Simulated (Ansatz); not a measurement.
TaS$_{2}$: axial (c/a) deformation path

Computed with DFT LDA, scalar-relativistic, plane waves, PAW (Ansatz 0.2.0). Settings: plane waves to 420 eV, k-mesh 18×18×10 (Γ-centred), Gaussian smearing 0.15 eV. Spin–orbit coupling is left out, which can shift energies with elements as heavy as these. No spin polarisation. Energies are free energies at this smearing, counted from the undisturbed cell; pressure is positive in compression.

The undisturbed cell (as given, not relaxed at this level; it stands at 1.5 GPa):

```
Ta S
1.0
     3.35000    0.00000    0.00000
    -1.67500    2.90119    0.00000
     0.00000    0.00000    5.86000
Ta S
1 2
Direct
  0.00000 0.00000 0.00000
  0.33333 0.66667 0.25000
  0.66667 0.33333 0.75000
```

The cell holds layers and no dispersion correction was added, so their binding is poorly described.

At fixed volume and fractional coordinates, lengths along (0.000, 0.000, 1.000) are scaled against those across it; ρ is that ratio over its starting value. The cell is metallic on the mesh throughout.

| ρ | ΔE (meV/atom) | pressure (GPa) |
| --- | --- | --- |
| 0.850 | 147.9 | 1.1 |
| 0.920 | 57.5 | 1.4 |
| 0.960 | 22.6 | 1.5 |
| 1.000 | 0.0 | 1.5 |
| 1.050 | -11.0 | 1.3 |
| 1.100 | -2.5 | 1.1 |
| 1.200 | 70.3 | 0.6 |